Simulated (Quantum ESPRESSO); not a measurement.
# KBr (Fm-3m) in Quantum ESPRESSO: notebook

Runs on KBr. Level: LDA. Tasks: single point, equation of state.

All numbers are computed with Quantum ESPRESSO 7.5; they aren't measurements. Logs are shortened: lines on timing, memory, paths and dates and some standing lists are left out, and cuts for length are marked.

## (1) Starting point

The structure is cubic, space group Fm-3m (No. 225). Conventional cell: a = 6.600 Å, b = 6.600 Å, c = 6.600 Å, α = 90.00°, β = 90.00°, γ = 90.00°. Br (site symmetry m-3m) is surrounded by 6 K at 3.30 Å. Around K (site symmetry m-3m) lie 6 Br at 3.30 Å.

## (2) Single point, LDA, 33.78 Å³/atom

pw.in reads:

```
&CONTROL
  calculation = 'scf'
  prefix = 'pwscf'
  outdir = './tmp'
  pseudo_dir = './pseudo'
  tprnfor = .true.
  tstress = .true.
  disk_io = 'nowf'
/
&SYSTEM
  ibrav = 0
  nat = 2
  ntyp = 2
  ecutwfc = 72
  nbnd = 14
  occupations = 'smearing'
  smearing = 'fd'
  degauss = 0.00367493
/
&ELECTRONS
  conv_thr = 4d-10
  electron_maxstep = 120
  mixing_beta = 0.5
/
ATOMIC_SPECIES
Br    79.9040 Br.upf
K     39.0983 K.upf
CELL_PARAMETERS angstrom
   0.0000000000    3.2326341588    3.2326341588
   3.2326341588    0.0000000000    3.2326341588
   3.2326341588    3.2326341588    0.0000000000
ATOMIC_POSITIONS crystal
Br     0.5000000000    0.5000000000    0.5000000000
K      0.0000000000    0.0000000000    0.0000000000
K_POINTS automatic
7 7 7 0 0 0
```

Potentials or basis: PseudoDojo 0.4.1 SR LDA standard.

Started as:

```bash
OMP_NUM_THREADS=1 pw.x -in pw.in > pw.out
```

pw.out:

```text
This program is part of the open-source Quantum ESPRESSO suite
     for quantum simulation of materials; please cite
         "P. Giannozzi et al., J. Phys.:Condens. Matter 21 395502 (2009);
         "P. Giannozzi et al., J. Phys.:Condens. Matter 29 465901 (2017);
         "P. Giannozzi et al., J. Chem. Phys. 152 154105 (2020);
     in publications or presentations arising from this work. More details at

     Message from routine setup:
     using ibrav=0 with symmetry is DISCOURAGED, use correct ibrav instead

     G-vector sticks info
     --------------------
     sticks:   dense  smooth     PW     G-vecs:    dense   smooth      PW
     Sum        1483    1483    433                37509    37509    5817

     Using Slab Decomposition

     bravais-lattice index     =            0
     lattice parameter (alat)  =       8.6391  a.u.
     unit-cell volume          =     455.9280 (a.u.)^3
     number of atoms/cell      =            2
     number of atomic types    =            2
     number of electrons       =        16.00
     number of Kohn-Sham states=           14
     kinetic-energy cutoff     =      72.0000  Ry
     charge density cutoff     =     288.0000  Ry
     scf convergence threshold =      4.0E-10
     mixing beta               =       0.5000
     number of iterations used =            8  plain     mixing
     Exchange-correlation= SLA  PW   NOGX NOGC
                           (   1   4   0   0   0   0   0)

     celldm(1)=   8.639138  celldm(2)=   0.000000  celldm(3)=   0.000000
     celldm(4)=   0.000000  celldm(5)=   0.000000  celldm(6)=   0.000000

     crystal axes: (cart. coord. in units of alat)
               a(1) = (   0.000000   0.707107   0.707107 )
               a(2) = (   0.707107   0.000000   0.707107 )
               a(3) = (   0.707107   0.707107   0.000000 )

     reciprocal axes: (cart. coord. in units 2 pi/alat)
               b(1) = ( -0.707107  0.707107  0.707107 )
               b(2) = (  0.707107 -0.707107  0.707107 )
               b(3) = (  0.707107  0.707107 -0.707107 )

     PseudoPot. # 1 for Br read from file:
     Br.upf
     Pseudo is Norm-conserving + core correction, Zval =  7.0
     Generated using ONCVPSP code by D. R. Hamann
     Using radial grid of 1084 points,  6 beta functions with:
                l(1) =   0
                l(2) =   0
                l(3) =   1
                l(4) =   1
                l(5) =   2
                l(6) =   2

     PseudoPot. # 2 for K  read from file:
     K.upf
     Pseudo is Norm-conserving + core correction, Zval =  9.0
     Generated using ONCVPSP code by D. R. Hamann
     Using radial grid of 2170 points,  6 beta functions with:
                l(1) =   0
                l(2) =   0
                l(3) =   1
                l(4) =   1
                l(5) =   2
                l(6) =   2

     atomic species   valence    mass     pseudopotential
     Br                7.00    79.90400     Br( 1.00)
     K                 9.00    39.09830     K ( 1.00)

     48 Sym. Ops., with inversion, found

   Cartesian axes

     site n.     atom                  positions (alat units)
         1        Br     tau(   1) = (   0.7071068   0.7071068   0.7071068  )
         2        K      tau(   2) = (   0.0000000   0.0000000   0.0000000  )

     number of k points=    20  Fermi-Dirac smearing, width (Ry)=  0.0037
                       cart. coord. in units 2pi/alat
        k(    1) = (   0.0000000   0.0000000   0.0000000), wk =   0.0058309
        k(    2) = (   0.1010153   0.1010153  -0.1010153), wk =   0.0466472
        k(    3) = (   0.2020305   0.2020305  -0.2020305), wk =   0.0466472
        k(    4) = (   0.3030458   0.3030458  -0.3030458), wk =   0.0466472
        k(    5) = (   0.2020305  -0.0000000   0.0000000), wk =   0.0349854
        k(    6) = (   0.3030458   0.1010153  -0.1010153), wk =   0.1399417
        k(    7) = (   0.4040610   0.2020305  -0.2020305), wk =   0.1399417
        k(    8) = (  -0.2020305  -0.4040610   0.4040610), wk =   0.1399417
        k(    9) = (  -0.1010153  -0.3030458   0.3030458), wk =   0.1399417
        k(   10) = (  -0.0000000  -0.2020305   0.2020305), wk =   0.0699708
        k(   11) = (   0.4040610  -0.0000000   0.0000000), wk =   0.0349854
        k(   12) = (   0.5050763   0.1010153  -0.1010153), wk =   0.1399417
        k(   13) = (  -0.1010153  -0.5050763   0.5050763), wk =   0.1399417
        k(   14) = (   0.0000000  -0.4040610   0.4040610), wk =   0.0699708
        k(   15) = (   0.6060915  -0.0000000   0.0000000), wk =   0.0349854
        k(   16) = (  -0.0000000  -0.6060915   0.6060915), wk =   0.0699708
        k(   17) = (   0.4040610   0.2020305   0.0000000), wk =   0.1399417
        k(   18) = (  -0.2020305  -0.4040610   0.6060915), wk =   0.2798834
        k(   19) = (  -0.1010153  -0.5050763   0.7071068), wk =   0.1399417
        k(   20) = (   0.0000000  -0.4040610   0.6060915), wk =   0.1399417

     Dense  grid:    37509 G-vectors     FFT dimensions: (  48,  48,  48)

     Initial potential from superposition of free atoms

     starting charge      15.9839, renormalised to      16.0000
     Starting wfcs are    9 randomized atomic wfcs +    5 random wfcs

     Self-consistent Calculation

     iteration #  1     ecut=    72.00 Ry     beta= 0.50
     Davidson diagonalization with overlap
     ethr =  1.00E-02,  avg # of iterations =  7.2

     Threshold (ethr) on eigenvalues was too large:
     Diagonalizing with lowered threshold

     Davidson diagonalization with overlap
     ethr =  2.40E-04,  avg # of iterations =  5.2

     total energy              =     -91.65864583 Ry
     estimated scf accuracy    <       0.03700593 Ry

     iteration #  2     ecut=    72.00 Ry     beta= 0.50
     Davidson diagonalization with overlap
     ethr =  2.31E-04,  avg # of iterations =  2.4

     total energy              =     -91.66594511 Ry
     estimated scf accuracy    <       0.00183951 Ry

     iteration #  3     ecut=    72.00 Ry     beta= 0.50
     Davidson diagonalization with overlap
     ethr =  1.15E-05,  avg # of iterations =  8.0

     total energy              =     -91.66605252 Ry
     estimated scf accuracy    <       0.00041237 Ry

     iteration #  4     ecut=    72.00 Ry     beta= 0.50
     Davidson diagonalization with overlap
     ethr =  2.58E-06,  avg # of iterations =  3.1

     total energy              =     -91.66606853 Ry
     estimated scf accuracy    <       0.00000755 Ry

     iteration #  5     ecut=    72.00 Ry     beta= 0.50
     Davidson diagonalization with overlap
     ethr =  4.72E-08,  avg # of iterations =  2.6

     total energy              =     -91.66607139 Ry
     estimated scf accuracy    <       0.00000021 Ry

     iteration #  6     ecut=    72.00 Ry     beta= 0.50
     Davidson diagonalization with overlap
     ethr =  1.33E-09,  avg # of iterations =  3.7

     total energy              =     -91.66607129 Ry
     estimated scf accuracy    <       0.00000036 Ry

     iteration #  7     ecut=    72.00 Ry     beta= 0.50
     Davidson diagonalization with overlap
     ethr =  1.33E-09,  avg # of iterations =  2.0

     total energy              =     -91.66607138 Ry
     estimated scf accuracy    <          1.5E-09 Ry

     iteration #  8     ecut=    72.00 Ry     beta= 0.50
     Davidson diagonalization with overlap
     ethr =  9.62E-12,  avg # of iterations =  3.5

     total energy              =     -91.66607138 Ry
     estimated scf accuracy    <          1.4E-09 Ry

     iteration #  9     ecut=    72.00 Ry     beta= 0.50
     Davidson diagonalization with overlap
     ethr =  8.95E-12,  avg # of iterations =  2.0

     End of self-consistent calculation

          k = 0.0000 0.0000 0.0000 (  4693 PWs)   bands (ev):

   -26.0632 -11.1745  -9.7416  -9.7416  -9.7416   1.2739   1.2739   1.2739
     5.4704   8.6355   8.6355   8.6355   9.5499   9.5499

          k = 0.1010 0.1010-0.1010 (  4729 PWs)   bands (ev):

   -26.0616 -11.2112  -9.7430  -9.7430  -9.6894   0.9333   1.1908   1.1908
     6.0232   8.5073   8.8930   8.8930   9.8437   9.8437

          k = 0.2020 0.2020-0.2020 (  4711 PWs)   bands (ev):

   -26.0579 -11.2861  -9.7460  -9.7460  -9.5791   0.3352   1.0156   1.0156
     7.0468   8.6426   9.5988   9.5988  10.6237  10.6237

          k = 0.3030 0.3030-0.3030 (  4699 PWs)   bands (ev):

   -26.0550 -11.3402  -9.7484  -9.7484  -9.4958  -0.0529   0.8848   0.8848
     7.5881   9.2978  10.5929  10.5929  11.3526  11.3526

          k = 0.2020-0.0000 0.0000 (  4729 PWs)   bands (ev):

   -26.0611 -11.2105  -9.7510  -9.7510  -9.6769   0.8300   1.1969   1.1969
     6.1463   8.0951   9.1845   9.1845   9.7094  10.1356

          k = 0.3030 0.1010-0.1010 (  4715 PWs)   bands (ev):

   -26.0581 -11.2464  -9.7582  -9.7547  -9.6224   0.4470   1.0351   1.0773
     6.9798   7.9329   9.7811   9.8610  10.1745  10.7647

          k = 0.4041 0.2020-0.2020 (  4711 PWs)   bands (ev):

   -26.0549 -11.2882  -9.7616  -9.7592  -9.5602   0.1200   0.8448   0.9310
     7.6432   8.6458  10.4279  10.7462  10.9200  10.9732

          k =-0.2020-0.4041 0.4041 (  4696 PWs)   bands (ev):

   -26.0539 -11.3060  -9.7721  -9.7533  -9.5299   0.0166   0.7973   0.8636
     7.8719   9.1876  10.4764  10.7454  10.9227  11.8240

          k =-0.1010-0.3030 0.3030 (  4705 PWs)   bands (ev):

   -26.0559 -11.2889  -9.7741  -9.7449  -9.5561   0.1924   0.9159   0.9194
     7.5885   8.5897   9.8042  10.2712  10.6451  11.4701

          k =-0.0000-0.2020 0.2020 (  4727 PWs)   bands (ev):

   -26.0593 -11.2475  -9.7613  -9.7403  -9.6262   0.5767   1.0632   1.1035
     6.7100   8.2946   9.1179   9.6187  10.0996  10.4957

          k = 0.4041-0.0000 0.0000 (  4692 PWs)   bands (ev):

   -26.0563 -11.1985  -9.7722  -9.7722  -9.6761   0.3665   1.0552   1.0552
     7.2899   7.3299  10.1141  10.6010  10.6010  10.9606

          k = 0.5051 0.1010-0.1010 (  4707 PWs)   bands (ev):

   -26.0539 -11.1786  -9.7923  -9.7775  -9.6936   0.3016   0.8760   0.9677
     7.2714   8.1657  10.4993  10.5414  11.1725  11.4001

          k =-0.1010-0.5051 0.5051 (  4703 PWs)   bands (ev):

   -26.0526 -11.2027  -9.8222  -9.7702  -9.6378   0.3144   0.6321   0.8828
     7.7752   9.1494   9.8490  10.5634  11.1749  11.4439

          k = 0.0000-0.4041 0.4041 (  4710 PWs)   bands (ev):

   -26.0535 -11.2521  -9.8131  -9.7556  -9.5769   0.2151   0.7048   0.8617
     8.2465   8.7544   9.7927  10.4347  10.8032  12.3932

          k = 0.6061-0.0000 0.0000 (  4712 PWs)   bands (ev):

   -26.0526 -11.0858  -9.8318  -9.7894  -9.7894   0.3388   0.9665   0.9665
     6.8218   8.2490  10.5038  10.5726  11.4196  11.8974

          k =-0.0000-0.6061 0.6061 (  4706 PWs)   bands (ev):

   -26.0520 -11.0975  -9.8621  -9.7862  -9.7469   0.3997   0.7830   0.9284
     7.0594   8.7320  10.2333  10.7525  10.7926  11.8095

          k = 0.4041 0.2020 0.0000 (  4708 PWs)   bands (ev):

   -26.0554 -11.2424  -9.7847  -9.7581  -9.6112   0.2786   0.9275   0.9309
     7.7728   7.8145  10.2325  10.3736  10.8147  11.0870

          k =-0.2020-0.4041 0.6061 (  4694 PWs)   bands (ev):

   -26.0532 -11.2379  -9.7985  -9.7745  -9.5977   0.2212   0.7347   0.8444
     8.0712   8.6926   9.9025  10.7015  11.2002  11.6300

          k =-0.1010-0.5051 0.7071 (  4697 PWs)   bands (ev):

   -26.0524 -11.1437  -9.8296  -9.8037  -9.6899   0.3845   0.7956   0.8214
     7.4186   8.7912   9.7783  10.8375  11.0224  11.8460

          k = 0.0000-0.4041 0.6061 (  4707 PWs)   bands (ev):

   -26.0521 -11.1711  -9.8360  -9.8030  -9.6421   0.4885   0.5619   0.7851
     8.0790   8.8714   9.5669  10.2878  11.7086  11.7636

     the Fermi energy is     3.0291 ev

!    total energy              =     -91.66607138 Ry
     estimated scf accuracy    <          1.8E-10 Ry
     smearing contrib. (-TS)   =      -0.00000000 Ry
     internal energy E=F+TS    =     -91.66607138 Ry

     The total energy is F=E-TS. E is the sum of the following terms:
     one-electron contribution =     -27.30156190 Ry
     hartree contribution      =      18.51082433 Ry
     xc contribution           =     -22.85215193 Ry
     ewald contribution        =     -60.02318188 Ry

     convergence has been achieved in   9 iterations

     Forces acting on atoms (cartesian axes, Ry/au):

     atom    1 type  1   force =     0.00000000    0.00000000   -0.00000000
     atom    2 type  2   force =    -0.00000000    0.00000000   -0.00000000

     Total force =     0.000000     Total SCF correction =     0.000000

     Computing stress (Cartesian axis) and pressure

          total   stress  (Ry/bohr**3)                   (kbar)     P=       -8.15
  -0.00005539   0.00000000   0.00000000           -8.15        0.00        0.00
   0.00000000  -0.00005539   0.00000000            0.00       -8.15        0.00
   0.00000000   0.00000000  -0.00005539            0.00        0.00       -8.15

=------------------------------------------------------------------------------=
   JOB DONE.
=------------------------------------------------------------------------------=
```

Wall time 24 s (1 thread of Arm Neoverse V1, shared host); peak memory 0.08 GiB.

Results:

```yaml
Free_energy: -1247.1804 eV
Pressure: -0.8 GPa
Band_gap_on_the_k_mesh: 4.20 eV, direct
```

## (3) Single point, LDA, 34.50 Å³/atom

Edit pw.in of step 2 so:

```diff
@@ -28,5 +28,5 @@
 CELL_PARAMETERS angstrom
-   0.0000000000    3.2326341588    3.2326341588
-   3.2326341588    0.0000000000    3.2326341588
-   3.2326341588    3.2326341588    0.0000000000
+   0.0000000000    3.2553999381    3.2553999381
+   3.2553999381    0.0000000000    3.2553999381
+   3.2553999381    3.2553999381    0.0000000000
 ATOMIC_POSITIONS crystal
```

Potentials or basis: PseudoDojo 0.4.1 SR LDA standard.

Started as:

```bash
OMP_NUM_THREADS=1 pw.x -in pw.in > pw.out
```

Wall time 24 s (1 thread of Arm Neoverse V1, shared host); peak memory 0.08 GiB.

It converged, with:

- Free energy: -1247.1717 eV
- Pressure: -1.1 GPa
- Band gap on the k mesh: 4.14 eV, direct

## (4) Single point, LDA, 35.22 Å³/atom

Edit pw.in of step 3 so:

```diff
@@ -28,5 +28,5 @@
 CELL_PARAMETERS angstrom
-   0.0000000000    3.2553999381    3.2553999381
-   3.2553999381    0.0000000000    3.2553999381
-   3.2553999381    3.2553999381    0.0000000000
+   0.0000000000    3.2778516817    3.2778516817
+   3.2778516817    0.0000000000    3.2778516817
+   3.2778516817    3.2778516817    0.0000000000
 ATOMIC_POSITIONS crystal
```

Started as:

```bash
OMP_NUM_THREADS=1 pw.x -in pw.in > pw.out
```

Wall time 24 s (1 thread of Arm Neoverse V1, shared host); peak memory 0.08 GiB.

Results (log left out):

| Property | Result |
| --- | --- |
| Free energy | -1247.1603 eV |
| Pressure | -1.4 GPa |
| Band gap on the k mesh | 4.08 eV, direct |

## (5) Single point, LDA, 35.94 Å³/atom

Edit pw.in of step 4 so:

```diff
@@ -28,5 +28,5 @@
 CELL_PARAMETERS angstrom
-   0.0000000000    3.2778516817    3.2778516817
-   3.2778516817    0.0000000000    3.2778516817
-   3.2778516817    3.2778516817    0.0000000000
+   0.0000000000    3.3000000000    3.3000000000
+   3.3000000000    0.0000000000    3.3000000000
+   3.3000000000    3.3000000000    0.0000000000
 ATOMIC_POSITIONS crystal
```

Started as:

```bash
OMP_NUM_THREADS=1 pw.x -in pw.in > pw.out
```

Wall time 24 s (1 thread of Arm Neoverse V1, shared host); peak memory 0.08 GiB.

The run converged. Its results:

```
Free energy            : -1247.1465 eV
Pressure               : -1.7 GPa
Band gap on the k mesh : 4.03 eV, direct
```

## (6) Single point, LDA, 36.66 Å³/atom

Edit pw.in of step 5 so:

```diff
@@ -28,5 +28,5 @@
 CELL_PARAMETERS angstrom
-   0.0000000000    3.3000000000    3.3000000000
-   3.3000000000    0.0000000000    3.3000000000
-   3.3000000000    3.3000000000    0.0000000000
+   0.0000000000    3.3218549415    3.3218549415
+   3.3218549415    0.0000000000    3.3218549415
+   3.3218549415    3.3218549415    0.0000000000
 ATOMIC_POSITIONS crystal
```

Potentials or basis: PseudoDojo 0.4.1 SR LDA standard.

Started as:

```bash
OMP_NUM_THREADS=1 pw.x -in pw.in > pw.out
```

It took 25 s on 1 thread of Arm Neoverse V1, shared host; peak memory 0.09 GiB.

It converged, with:

```yaml
Free_energy: -1247.1307 eV
Pressure: -1.9 GPa
Band_gap_on_the_k_mesh: 3.98 eV, direct
```

## (7) Single point, LDA, 37.37 Å³/atom

Edit pw.in of step 6 so:

```diff
@@ -28,5 +28,5 @@
 CELL_PARAMETERS angstrom
-   0.0000000000    3.3218549415    3.3218549415
-   3.3218549415    0.0000000000    3.3218549415
-   3.3218549415    3.3218549415    0.0000000000
+   0.0000000000    3.3434260326    3.3434260326
+   3.3434260326    0.0000000000    3.3434260326
+   3.3434260326    3.3434260326    0.0000000000
 ATOMIC_POSITIONS crystal
```

Started as:

```bash
OMP_NUM_THREADS=1 pw.x -in pw.in > pw.out
```

It took 24 s on 1 thread of Arm Neoverse V1, shared host; peak memory 0.09 GiB.

Results (log left out):

| Item | Value |
| --- | --- |
| Free energy | -1247.1131 eV |
| Pressure | -2.1 GPa |
| Band gap on the k mesh | 3.93 eV, direct |

Caveat: an odd mesh through Γ misses points on the zone boundary, where band edges often lie.

## (8) Single point, LDA, 38.09 Å³/atom

Edit pw.in of step 7 so:

```diff
@@ -28,5 +28,5 @@
 CELL_PARAMETERS angstrom
-   0.0000000000    3.3434260326    3.3434260326
-   3.3434260326    0.0000000000    3.3434260326
-   3.3434260326    3.3434260326    0.0000000000
+   0.0000000000    3.3647223140    3.3647223140
+   3.3647223140    0.0000000000    3.3647223140
+   3.3647223140    3.3647223140    0.0000000000
 ATOMIC_POSITIONS crystal
```

Started as:

```bash
OMP_NUM_THREADS=1 pw.x -in pw.in > pw.out
```

Run time: 24 s. Hardware: 1 thread of Arm Neoverse V1, shared host; peak memory 0.09 GiB.

It converged, with:

- Free energy: -1247.0939 eV
- Pressure: -2.2 GPa
- Band gap on the k mesh: 3.89 eV, direct

Caveat: an odd mesh through Γ misses points on the zone boundary, where band edges often lie.

## (9) Equation of state, LDA

Potentials or basis: PseudoDojo 0.4.1 SR LDA standard.

No new run: the results of the series are fitted here.

What came out:

```
Equilibrium volume : 32.31 Å³/atom (rough: see the caveat)
Bulk modulus       : 20 GPa (rough)
```

Energy against volume, from the lowest point:
```tsv
volume (Å³/atom)	energy (meV/atom)
33.781	0.00
34.500	4.36
35.218	10.08
35.937	16.97
36.656	24.88
37.374	33.69
38.093	43.27
```

Caveat: the minimum lies outside the volumes run.
